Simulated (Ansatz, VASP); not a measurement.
NaF: VASP beside Ansatz

File INCAR:

```
PREC     = Accurate       # precision mode
ENCUT    = 520            # plane-wave cutoff, eV
EDIFF    = 1E-8           # SCF threshold, eV
ISMEAR   = -1             # smearing method
SIGMA    = 0.02           # smearing width, eV
LREAL    = False          # projectors in reciprocal space
LASPH    = True           # aspherical terms in the spheres
NELM     = 80             # most SCF steps
ALGO     = Normal         # electronic algorithm
ISIF     = 2              # what is computed and relaxed
LWAVE    = False          # write WAVECAR
LCHARG   = False          # write CHGCAR
GGA      = PE             # functional
LEFG     = True         
NBANDS   = 14             # bands
```

The input KPOINTS:

```
regular mesh
0
Gamma
  10 10 10
```

Contents of POSCAR:

```
NaF
1.0
    0.0000000000      2.3463044664      2.3463044664
    2.3463044664      0.0000000000      2.3463044664
    2.3463044664      2.3463044664      0.0000000000
Na F
1 1
Direct
    0.0000000000      0.0000000000      0.0000000000
    0.5000000000      0.5000000000      0.5000000000
```

Input for Ansatz:

```yaml
crystal:
  lattice:
    - [0.0, 2.3463044664, 2.3463044664]
    - [2.3463044664, 0.0, 2.3463044664]
    - [2.3463044664, 2.3463044664, 0.0]
  atoms:
    - { symbol: Na, position: [0.0, 0.0, 0.0] }
    - { symbol: F, position: [0.5, 0.5, 0.5] }
kpoints:
  mp_grid: { grid: [10, 10, 10] }
scf:
  occupations: { method: fermi_dirac, width: 0.02 }
hamiltonian:
  xc: pbe
  pseudopotentials: { kind: paw }
output:
  forces: true
  stress: true
  eigenvalues: true
  efg: { contact_densities: true }
```

Change from the starting cell: volume scaled by 1.03, PAW files.

Alike in both runs: task electric field gradients; functional PBE; k mesh 10 × 10 × 10; occupations fermi-dirac, width 0.02 eV; no spin polarisation.

|  | VASP | Ansatz |
| --- | --- | --- |
| version | VASP 6.6.1 | Ansatz 0.2.0 |
| potentials or method | VASP PAW PBE potentials, release 64 (Na_pv, F) | PAW with Ansatz's default frozen-core files, scalar-relativistic |
| plane-wave cutoff (eV) | 520 | 420 |
| valence electrons in the cell | 14 | 16 |

```tsv
	VASP	Ansatz	Ansatz less VASP
gap on the k mesh at the Fermi level (eV)	6.10	6.12	+0.016
pressure (GPa)	0.1	0.2	+0.14
Vzz of the field gradient on the site that differs most (V/Å²)	0.0	0.0	0.00
```

With one functional, cell and mesh, what is left measures potentials, basis and numerics. The two sets of potentials don't hold the same shells in valence.

A k mesh can miss the band edges.
